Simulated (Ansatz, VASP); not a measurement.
BN in VASP and in Ansatz

INCAR

```
SYSTEM = BN
  PREC = Accurate
  ENCUT = 520
  EDIFF = 1E-8
  ISMEAR = -1
  SIGMA = 0.03
  LREAL = .FALSE.
  LASPH = .TRUE.
  NELM = 100
  ALGO = Normal
  ISIF = 2
  LWAVE = .FALSE.
  LCHARG = .FALSE.
  GGA = PE
  LEFG = .TRUE.
  NBANDS = 11
```

Contents of KPOINTS:

```
regular mesh
0
G
  13 13 13
  0 0 0
```

File POSCAR:

```
BN
1.0
    0.0000000000      1.7706018915      1.7706018915
    1.7706018915      0.0000000000      1.7706018915
    1.7706018915      1.7706018915      0.0000000000
B N
1 1
Direct
    0.0000000000      0.0000000000      0.0000000000
    0.7500000000      0.7500000000      0.7500000000
```

Input for Ansatz:

```yaml
crystal:
  lattice:
    - [0.0, 1.7706018915, 1.7706018915]
    - [1.7706018915, 0.0, 1.7706018915]
    - [1.7706018915, 1.7706018915, 0.0]
  atoms:
    - { symbol: B, position: [0.0, 0.0, 0.0] }
    - { symbol: "N", position: [0.75, 0.75, 0.75] }
kpoints:
  mp_grid: { grid: [13, 13, 13] }
scf:
  occupations: { method: fermi_dirac, width: 0.03 }
hamiltonian:
  xc: pbe
  pseudopotentials: { kind: all_electron, datasets: crystal }
output:
  forces: true
  stress: true
  eigenvalues: true
  efg: { contact_densities: true }
```

Change from the starting cell: volume scaled by 0.94, crystal datasets.

Alike in both runs: task electric field gradients; functional PBE; k mesh 13 × 13 × 13; occupations fermi-dirac, width 0.03 eV; no spin polarisation.

```csv
,VASP,Ansatz
version,VASP 6.6.1,Ansatz 0.2.0
potentials or method,"VASP PAW PBE potentials, release 64 (B, N)","all-electron PAW with datasets made for the crystal, scalar-relativistic"
plane-wave cutoff (eV),520,see its input
```

VASP gave:

```
gap on the k mesh at the Fermi level (eV)                      : 4.60
pressure (GPa)                                                 : 30.0
Vzz of the field gradient on the site that differs most (V/Å²) : 0.0
```

Question: What did Ansatz give for the same quantities?

Answer: gap on the k mesh at the Fermi level (eV): 4.61; pressure (GPa): 29.5; Vzz of the field gradient on the site that differs most (V/Å²): 0.0.

Ansatz ran all-electron here, so the differences hold the error of VASP's frozen core and of both bases.

Caveats: so large a pressure means that the cell lies far from this level's equilibrium, or that cutoff or potentials fall short (VASP); an odd mesh through Γ misses points on the zone boundary, where band edges often lie.
